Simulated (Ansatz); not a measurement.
An Ansatz input for Al₂O₃

```yaml
crystal:
  lattice:
    - [2.4025136104, 1.3870918797, 4.3720844159]
    - [-2.4025136104, 1.3870918797, 4.3720844159]
    - [0.0, -2.7741837594, 4.3720844159]
  atoms:
    - { symbol: Al, position: [0.647904, 0.647904, 0.647904] }
    - { symbol: Al, position: [0.852096, 0.852096, 0.852096] }
    - { symbol: Al, position: [0.147904, 0.147904, 0.147904] }
    - { symbol: Al, position: [0.352096, 0.352096, 0.352096] }
    - { symbol: O, position: [0.4438545, 0.0561455, 0.75] }
    - { symbol: O, position: [0.9438545, 0.25, 0.5561455] }
    - { symbol: O, position: [0.0561455, 0.75, 0.4438545] }
    - { symbol: O, position: [0.75, 0.4438545, 0.0561455] }
    - { symbol: O, position: [0.25, 0.5561455, 0.9438545] }
    - { symbol: O, position: [0.5561455, 0.9438545, 0.25] }
kpoints:
  mp_grids: { grid: [8, 8, 8] }
scf:
  occupations: { method: fermi_dirac, width: 0.02 }
  max_iter: 50
hamiltonian:
  xc: pbe
  pseudopotentials: { kind: paw }
output:
  forces: true
  stress: true
  populations: true
  efg:
    quadrupole_moments_barn: { Al: 0.1466, O: -0.02558 }
    contact_densities: true
```

```sh
ansatz run input.yaml --threads 4 --pin off --max-ram 10240MiB --backend cpu --events-out ev --progress --plain --runs-dir out
```

Question: What happens when this input is run?

Answer: The input was rejected before any iteration. The input holds a misspelt key. The program says:

```
Error: YAML parse error: error: line 18 column 3: unknown field `mp_grids`, expected one of mp_grid, list, band_path, initial_grid, further_shifts
  --> <input>:18:3
   |
16 |     - { symbol: O, position: [0.5561455, 0.9438545, 0.25] }
17 | kpoints:
18 |   mp_grids: { grid: [8, 8, 8] }
   |   ^ unknown field `mp_grids`, expected one of mp_grid, list, band_path, initial_grid, further_shifts
19 | scf:
20 |   occupations: { method: fermi_dirac, width: 0.02 }
   |
```

Against a sound input the change was `kpoints.mp_grid`: mp_grid → mp_grids; `scf.max_iter`: not typed → 50.

With the sound settings the run converges and gives V_zz (10²¹ V/m²) Al 0.54 (η 0.00), O -4.00 (η 0.52).
